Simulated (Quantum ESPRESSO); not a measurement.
BaTiO3:

```
Ba Ti O
1.0
     4.00600    0.00000    0.00000
     0.00000    4.00600    0.00000
     0.00000    0.00000    4.00600
Ba Ti O
1 1 3
Direct
  0.50000 0.50000 0.50000
  0.00000 0.00000 0.00000
  0.00000 0.00000 0.50000
  0.00000 0.50000 0.00000
  0.50000 0.00000 0.00000
```

Base run:

| Property | Result |
| --- | --- |
| Program | Quantum ESPRESSO 7.5 |
| Functional | PBE |
| Potentials or basis | SG15 PBE 1.2 |
| Cutoff | 1197 eV |
| Density cutoff | 4789 eV |
| k mesh | 4 × 4 × 4 |
| Occupations | fermi-dirac, width 0.05 eV |
| Spin | no spin polarisation |

Its results: band gap on the k mesh 1.83 eV, indirect (least direct gap 1.94 eV); pressure 1.7 GPa.

Q: The run is repeated on the same cell with these changes: functional from PBE to r2SCAN; k mesh from 4 × 4 × 4 to 5 × 5 × 5. What comes out?

A: Band gap on the k mesh 2.38 eV, indirect (least direct gap 2.40 eV); pressure -1.9 GPa.

Several settings changed at once, so the effect can't be laid on one alone.

Caveats: spin-orbit coupling is left out, which moves the levels of the heavy elements; the potentials were made for another functional, which shifts forces and pressure (some runs); the mesh misses the band edges, which the band path finds closer together (some runs).

Not every run made on this cell is shown here.
